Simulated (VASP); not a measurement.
Input of a VASP 6.6.1 run:

The input INCAR:

```
SYSTEM = H
PREC = Accurate ; ENCUT = 600
EDIFF = 1E-6 ; ISMEAR = -1
SIGMA = 0.05 ; LREAL = .False.
LASPH = .True. ; NELM = 100
ALGO = Normal ; ISIF = 3
LWAVE = .False. ; LCHARG = .False.
GGA = PE ; IBRION = 2
NSW = 40 ; EDIFFG = -0.01
PSTRESS = 50
```

File KPOINTS:

```
Automatic mesh
0
Gamma
  10 10 26
  0 0 0
```

POSCAR

```
H
1.0
    2.6496387389      0.0000000000      0.0000000000
    0.0000000000      2.6496387389      0.0000000000
    0.0000000000      0.0000000000      0.9804929200
H
1
Direct
    0.0000000000      0.0000000000      0.5000000000
```

Potentials or basis: VASP PAW PBE potentials, release 64 (H).

Run with:

```bash
$ cat potpaw_PBE.64/H/POTCAR > POTCAR
$ mpirun -np 1 vasp_std > vasp.out
```

**Question.** What does it give for the relaxed volume?

**Answer.** 5.38 Å³/atom.

**Question.** Predict the relaxed cell.

**Answer.** a = 2.352 Å, b = 2.352 Å, c = 0.973 Å, α = 90.00°, β = 90.00°, γ = 90.00°.

The path:
| step | energy change (eV) | largest force (eV/Å) | pressure (GPa) | volume (Å³) |
| --- | --- | --- | --- | --- |
| 1 | 0.0000 | 0.0000 | 1.76 | 6.88 |
| 2 | 0.0019 | 0.0000 | 2.95 | 6.75 |
| 3 | 0.0052 | 0.0000 | 4.19 | 6.61 |
| 4 | 0.0067 | 0.0000 | 4.25 | 6.52 |
| 5 | 0.0121 | 0.0000 | 4.45 | 6.26 |
| 6 | 0.0247 | 0.0000 | 4.65 | 5.74 |
| 7 | 0.0582 | 0.0000 | 6.18 | 4.76 |
| 8 | 0.0345 | 0.0000 | 5.05 | 5.38 |

Caveat: the cell is relaxed towards a set pressure, so the enthalpy falls and the energy may rise; the volume moved by over 15 % at a fixed basis, so the end points are rough.
